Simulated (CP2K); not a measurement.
Runs of CP2K 2026.2 on InSe. The structure is trigonal, space group R3m (No. 160). Conventional cell: a = 4.000 Å, b = 4.000 Å, c = 25.320 Å, α = 90.00°, β = 90.00°, γ = 120.00°. In (site symmetry 3m) is surrounded by 3 Se at 2.63 Å and 1 In at 2.82 Å. In (site symmetry 3m) is surrounded by 3 Se at 2.64 Å and 1 In at 2.82 Å. Around Se (site symmetry 3m) lie 3 In at 2.63 Å. Se (site symmetry 3m) has 3 In at 2.64 Å as nearest neighbours. 

```tsv
task	level	potentials or basis	cell	k mesh	smearing	EPS_DEFAULT	EXTRAPOLATION	optimiser	most steps	KEEP_SPACE_GROUP	gap on the mesh (eV)	pressure (GPa)	largest force (eV/Å)
relaxation of cell and atoms	LDA	GTH_POTENTIALS In GTH-PADE-q13, Se GTH-PADE-q6; TZVP-MOLOPT-PBE-GTH basis	relaxed	6 × 6 × 6	fermi-dirac 0.01 eV	1.0E-9	USE_PREV_P	BFGS	40	yes	(a)	0.0	0.08
band structure	LDA	GTH_POTENTIALS In GTH-PADE-q13, Se GTH-PADE-q6; TZVP-MOLOPT-PBE-GTH basis	as given	8 × 8 × 8	fermi-dirac 0.1 eV	1.0E-10	-	-	-	-	0.20	-1.1	0.31
band structure	r2SCAN	POTENTIAL_UZH In GTH-SCAN-q13, Se GTH-SCAN-q6; TZVP-MOLOPT-SCAN-GTH basis	as given	8 × 8 × 8	fermi-dirac 0.05 eV	1.0E-10	-	-	-	-	0.77	1.0	0.30
band structure	LDA	GTH_POTENTIALS In GTH-PADE-q13, Se GTH-PADE-q6; TZVP-MOLOPT-PBE-GTH basis	as given	8 × 8 × 8	fermi-dirac 0.05 eV	1.0E-9	-	-	-	-	0.20	-1.1	0.31
```

Alike in all rows: no spin polarisation.

Fill in the values left out.

(a) 1.07.

Caveats: spin-orbit coupling is left out, which moves the levels of the heavy elements; the basis of atomic orbitals isn't converged, which shifts pressures, moduli and gaps.

A k mesh can miss the band edges, and the runs leave out spin-orbit coupling on In, Se.

Not every run made on this cell is shown here.
